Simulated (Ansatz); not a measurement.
Runs of Ansatz 0.2.0 on TiSi. Symmetry: Cmmm, No. 65, orthorhombic system. The conventional cell has a = 3.632 Å, b = 4.235 Å, c = 3.804 Å, α = 90.00°, β = 90.00°, γ = 90.00°. Ti (site symmetry mmm) is surrounded by 8 Si at 2.63 to 2.85 Å and 4 Ti at 2.79 Å. Si (site symmetry mmm) has 8 Ti at 2.63 to 2.85 Å and 4 Si at 2.79 Å as nearest neighbours. The cell comes from a database or a generator and needn't be the stable form of this composition.

```tsv
level	U	hubbard projectors	double counting	gap on the mesh (eV)	pressure (GPa)
PBEsol+U	Ti d U = 4 eV	ortho-atomic (the default)	fll (the default)	none	2.4
PBEsol+U	Ti d U = 3 eV	ortho-atomic (the default)	fll (the default)	none	0.2
PBEsol+U	Ti d U = 2 eV	ortho-atomic (the default)	fll (the default)	none	(c)
PBEsol+U	Ti d U = 1 eV	ortho-atomic (the default)	fll (the default)	none	-3.0
PBEsol+U	Ti d U = 8 eV	ortho-atomic (the default)	fll (the default)	none	18.1
PBEsol+U	Ti d U = 5 eV	ortho-atomic (the default)	fll (the default)	none	(a)
PBEsol	-	-	-	none	-4.3
PBEsol+U	Ti d U = 6 eV	ortho-atomic (the default)	fll (the default)	none	(b)
```

Alike in all rows: task projected density of states; potentials or basis Ansatz PAW; no spin polarisation; cell as given; k mesh 10 × 10 × 7; cutoff (eV) 420; smearing fermi-dirac 0.05 eV.

Q: Estimate the missing entries.

A: (a) 5.2; (b) 8.5; (c) -1.6.

Caveats: the PAW data sets come from PBE, with cores solved anew for the run's functional, which leaves a small shift of forces and pressure; U without spin polarisation on a metal has little footing (some runs); the U is typed as a test and isn't derived for this compound (some runs).

A gap of «none» marks a metal or a gap under the smearing width.
